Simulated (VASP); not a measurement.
# WS2 (Tungstenite) in VASP: settings compared, part 2 of 2

VASP 6.6.1. Earlier steps stand in the parts before.

### 5 Single point, PBE

This run uses another cell than the first one: it holds 3 atoms, not 6.

Input file INCAR:

```
SYSTEM = WS2
ALGO = Normal
DIPOL = 0.5 0.5 0.500
EDIFF = 1E-7
ENCUT = 340
GGA = PE
IDIPOL = 3
ISIF = 2
ISMEAR = 0
LASPH = .True.
LCHARG = .False.
LDIPOL = .True.
LREAL = .False.
LVACPOTAV = .True.
LVHAR = .True.
LWAVE = .False.
NBANDS = 24
NELM = 120
PREC = Accurate
SIGMA = 0.05
```

Input file KPOINTS:

```
k-points
0
Gamma
  3 3 1
  0 0 0
```

Input file POSCAR:

```
WS2
1.0
    3.1800000000      0.0000000000      0.0000000000
   -1.5900000000      2.7539607800      0.0000000000
    0.0000000000      0.0000000000     15.1250000000
S W
2 1
Direct
    0.3333333333      0.6666666667      0.3966942149
    0.3333333333      0.6666666667      0.6033057851
    0.6666666667      0.3333333333      0.5000000000
```

Potentials or basis: VASP PAW PBE potentials, release 64 (S, W_sv).

The run is started by

```bash
cat potpaw_PBE.64/S/POTCAR potpaw_PBE.64/W_sv/POTCAR > POTCAR
mpirun -np 1 vasp_std > vasp.out
```

OUTCAR:

```text
SYSTEM = WS2
   EDIFF = 1E-7
   ENCUT = 340
   GGA = PE
   ISIF = 2
   ISMEAR = 0
   LASPH = .True.
   LREAL = .False.
   NELM = 120
   PREC = Accurate

 Found      3 irreducible k-points:

 Following reciprocal coordinates:
            Coordinates               Weight
  0.000000  0.000000  0.000000      1.000000
  0.333333  0.000000  0.000000      6.000000
  0.333333  0.333333  0.000000      2.000000
   k-points           NKPTS =      3   k-points in BZ     NKDIM =      3   number of bands    NBANDS=     24
   number of dos      NEDOS =    301   number of ions     NIONS =      3
   total plane-waves  NPLWV =  38400
   dimension x,y,z NGX =    20 NGY =   20 NGZ =   96
   dimension x,y,z NGXF=    40 NGYF=   40 NGZF=  192
   ions per type =               2   1
   NGX,Y,Z   is equivalent  to a cutoff of  10.46, 10.46, 10.55 a.u.
   NGXF,Y,Z  is equivalent  to a cutoff of  20.91, 20.91, 21.10 a.u.
 SYSTEM =  WS2
   PREC   = accura    normal or accurate (medium, high low for compatibility)
   ISTART =      0    job   : 0-new  1-cont  2-samecut
   ICHARG =      2    charge: 1-file 2-atom 10-const
   ISPIN  =      1    spin polarized calculation?
   LNONCOLLINEAR =      F non collinear calculations
   LSORBIT =      F    spin-orbit coupling
   LASPH  =      T    aspherical Exc in radial PAW
   ENCUT  =  340.0 eV  24.99 Ry    5.00 a.u.   4.78  4.78 22.74*2*pi/ulx,y,z
   NELM   =    120;   NELMIN=  2; NELMDL= -5     # of ELM steps
   EDIFF  = 0.1E-06   stopping-criterion for ELM
   LREAL  =      F    real-space projection
   EDIFFG = 0.1E-05   stopping-criterion for IOM
   NSW    =      0    number of steps for IOM
   IBRION =     -1    ionic relax: 0-MD 1-quasi-New 2-CG
   NFREE  =      0    steps in history (QN), initial steepest desc. (CG)
   ISIF   =      2    stress and relaxation
   ISYM   =      2    0-nonsym 1-usesym 2-fastsym
   POTIM  = 0.5000    time-step for ionic-motion
   TEBEG  =    0.0;   TEEND  =   0.0 temperature during run
   PSTRESS=    0.0 pullay stress
   NELECT =      26.0000    total number of electrons
   NUPDOWN=      -1.0000    fix difference up-down
   EMIN   =  10.00;   EMAX   =-10.00  energy-range for DOS
   EFERMI =   0.00;   METHOD = LEGACY
   ISMEAR =     0;   SIGMA  =   0.05  broadening in eV -4-tet -1-fermi 0-gaus
   EFERMI_NEDOS =   21; number of points for ismear=-14 and -15
   IALGO  =     38    algorithm
   IMIX   =      4    mixing-type and parameters
     AMIX     =   0.40;   BMIX     =  1.00
     AMIX_MAG =   1.60;   BMIX_MAG =  1.00
  volume/ion in A,a.u.               =      44.15       297.96
  Fermi-wavevector in a.u.,A,eV,Ry     =   0.951421  1.797924 12.316008  0.905201
  Thomas-Fermi vector in A             =   2.079889
   LORBIT       =      0    0 simple, 1 ext, 2 COOP (PROOUT), +10 PAW based schemes
   GGA     = PE    functional components
   LHFCALC =     F    Hartree Fock is set to
   AEXX    =    0.0000 exact exchange contribution
   IVDW    =     0    specifies the selected vdW correction
   LEPSILON=     F    determine dielectric tensor
   LRPA    =     F    only Hartree local field effects (RPA)
 non-spin polarized calculation
 Gauss-broadening in eV      SIGMA  =   0.05
  energy-cutoff  :      340.00
  volume of cell :      132.46
 maximum number of plane-waves:      1893
 NGX is ok and might be reduce to    20

 number of electron      25.9999997 magnetization

 dipolmoment           0.000000      0.000000      0.000000 electrons x Angstroem

 Free energy of the ion-electron system (eV)
  ---------------------------------------------------
  ext. energy  EPLUGINS =         0.00000000
  ---------------------------------------------------
  free energy    TOTEN  =       -23.64453082 eV

  energy without entropy =      -23.64453082  energy(sigma->0) =      -23.64453082

 E-fermi :  -0.2187     XC(G=0):  -5.1031

 val. band max:       -0.6014456682   @ k =   0.3333   0.3333   0.0000
 cond. band min:       1.1905293537   @ k =   0.3333   0.3333   0.0000
 fundamental gap:      1.7919750219
 Fermi energy:        -0.2187482590

 k-point     1 :       0.0000    0.0000    0.0000
  band No.  band energies     occupation
      1     -74.5835      2.00000
      2     -38.8929      2.00000
      3     -38.6512      2.00000
      4     -38.6512      2.00000
      5     -15.4518      2.00000
      6     -13.8116      2.00000
[... 16 lines left out ...]
     23       8.5546      0.00000
     24       9.9331      0.00000

 k-point     2 :       0.3333    0.0000    0.0000
  band No.  band energies     occupation
      1     -74.5707      2.00000
      2     -38.9050      2.00000
      3     -38.8464      2.00000
      4     -38.7110      2.00000
      5     -13.9770      2.00000
      6     -13.2843      2.00000
[... 16 lines left out ...]
     23       9.4742      0.00000
     24       9.9937      0.00000

 k-point     3 :       0.3333    0.3333    0.0000
  band No.  band energies     occupation
      1     -74.5643      2.00000
      2     -38.9030      2.00000
      3     -38.8690      2.00000
      4     -38.8231      2.00000
      5     -13.0094      2.00000
      6     -12.9057      2.00000
[... 16 lines left out ...]
     23      10.7517      0.00000
     24      10.7706      0.00000

------------------------ aborting loop because EDIFF is reached ----------------------------------------

  FORCE on cell =-STRESS in cart. coord.  units (eV):
  Direction    XX          YY          ZZ          XY          YZ          ZX
  --------------------------------------------------------------------------------------
  -------------------------------------------------------------------------------------
  Total        0.6175947      0.6175947      0.0851805      0.0000000      0.0000000     -0.0000000
  in kB        7.4702289      7.4702289      1.0303166      0.0000000      0.0000000     -0.0000000
  external PRESSURE =       5.3235915 kB  Pullay stress =       0.0000000 kB

 VOLUME and BASIS-vectors are now :
 -----------------------------------------------------------------------------
  energy-cutoff  :      340.00
  volume of cell :      132.46
      direct lattice vectors                 reciprocal lattice vectors
     3.180000000  0.000000000  0.000000000     0.314465409  0.181556689  0.000000000
    -1.590000000  2.753960780  0.000000000     0.000000000  0.363113377  0.000000000
     0.000000000  0.000000000 15.125000000     0.000000000  0.000000000  0.066115702

 POSITION                                       TOTAL-FORCE (eV/Angst)
 -----------------------------------------------------------------------------------
     -0.00000      1.83597      6.00000        -0.000000      0.000000     -0.055425
     -0.00000      1.83597      9.12500        -0.000000     -0.000000      0.055425
      1.59000      0.91799      7.56250         0.000000     -0.000000      0.000000
 -----------------------------------------------------------------------------------
    total drift:                                0.000000     -0.000000      0.000000

  FREE ENERGIE OF THE ION-ELECTRON SYSTEM (eV)
  ---------------------------------------------------
  free  energy   TOTEN  =       -23.6445308187 eV

  energy  without entropy=      -23.6445308187  energy(sigma->0) =      -23.64453082

 vacuum level on the upper side and lower side of the slab         5.045         5.045
```

OSZICAR:

```text
N       E                     dE             d eps       ncg     rms          rms(c)
DAV:   1     0.150829004119E+03    0.15083E+03   -0.11639E+04   168   0.663E+02
DAV:   2    -0.152234538283E+02   -0.16605E+03   -0.16082E+03   176   0.212E+02
DAV:   3    -0.248208342601E+02   -0.95974E+01   -0.95191E+01   192   0.492E+01
[... 14 lines left out ...]
DAV:  18    -0.236445286205E+02   -0.12547E-04   -0.67221E-07   152   0.273E-03    0.731E-03
DAV:  19    -0.236445300621E+02   -0.14416E-05   -0.50386E-08   136   0.919E-04    0.386E-03
DAV:  20    -0.236445306389E+02   -0.57676E-06   -0.55709E-08   120   0.935E-04    0.874E-04
DAV:  21    -0.236445308011E+02   -0.16226E-06   -0.17384E-08   136   0.545E-04    0.137E-03
DAV:  22    -0.236445308187E+02   -0.17535E-07   -0.13007E-09   112   0.184E-04
   1 F= -.23644531E+02 E0= -.23644531E+02  d E =-.226434E-27
```

stdout:

```text
POSCAR found type information on POSCAR S W
 POSCAR found :  2 types and       3 ions
 scaLAPACK will be used
 LDA part: xc-table for (Slater+PW92), standard interpolation
 POSCAR, INCAR and KPOINTS ok, starting setup
 FFT: planning ... GRIDC
 FFT: planning ... GRID_SOFT
 FFT: planning ... GRID
 WAVECAR not read
 entering main loop
 -----------------------------------------------------------------------------
|                                                                             |
|           W    W    AA    RRRRR   N    N  II  N    N   GGGG   !!!           |
|           W    W   A  A   R    R  NN   N  II  NN   N  G    G  !!!           |
|           W    W  A    A  R    R  N N  N  II  N N  N  G       !!!           |
|           W WW W  AAAAAA  RRRRR   N  N N  II  N  N N  G  GGG   !            |
|           WW  WW  A    A  R   R   N   NN  II  N   NN  G    G                |
|           W    W  A    A  R    R  N    N  II  N    N   GGGG   !!!           |
|                                                                             |
|     Did not find any points to average over, which means that no vacuum     |
|     field-free region was found. Please increase the size of  your cell     |
|     in the dimension of the dipole correction to obtain accurate            |
|     workfunction values.                                                    |
|                                                                             |
 -----------------------------------------------------------------------------
```

Run time: 14 s. Hardware: 1 thread of Intel Xeon Platinum 8259CL at 2.50GHz (Skylake/Cascade Lake), shared host; peak memory 0.18 GiB.

The run converged, but some of its settings lie outside the range that counts as converged, so its numbers aren't taken as properties of the slab.

What came out:

| Property | Result |
| --- | --- |
| Free energy | -23.6445 eV |
| Largest force | 0.055 eV/Å |
| Band gap on the k mesh | 1.79 eV, direct |
| Ionisation potential of the upper face | 5.65 eV |

Caveat: the k mesh is coarse (spacing up to 0.76 Å⁻¹), so the values aren't converged; spin-orbit coupling is left out, which moves the levels of the heavy elements.

### 6 Single point, PBE

This run uses another cell than the first one: it holds 3 atoms, not 6.

Edit INCAR of step 5 so:

```diff
@@ -4,3 +4,3 @@
 EDIFF = 1E-7
-ENCUT = 340
+ENCUT = 520
 GGA = PE
```

KPOINTS is that of step 5.

POSCAR is that of step 5.

Potentials or basis: VASP PAW PBE potentials, release 64 (S, W_sv).

The run is started by

```bash
cat potpaw_PBE.64/S/POTCAR potpaw_PBE.64/W_sv/POTCAR > POTCAR
mpirun -np 1 vasp_std > vasp.out
```

It took 26 s on 1 thread of Intel Xeon Platinum 8259CL at 2.50GHz (Skylake/Cascade Lake), shared host; peak memory 0.23 GiB.

These settings aren't checked as converged: the numbers below hold their error.

Results:

| Property | Result |
| --- | --- |
| Free energy | -23.6489 eV |
| Largest force | 0.052 eV/Å |
| Band gap on the k mesh | 1.79 eV, direct |
| Ionisation potential of the upper face | 5.65 eV |

Caveat: the k mesh is coarse (spacing up to 0.76 Å⁻¹), so the values aren't converged; spin-orbit coupling is left out, which moves the levels of the heavy elements.
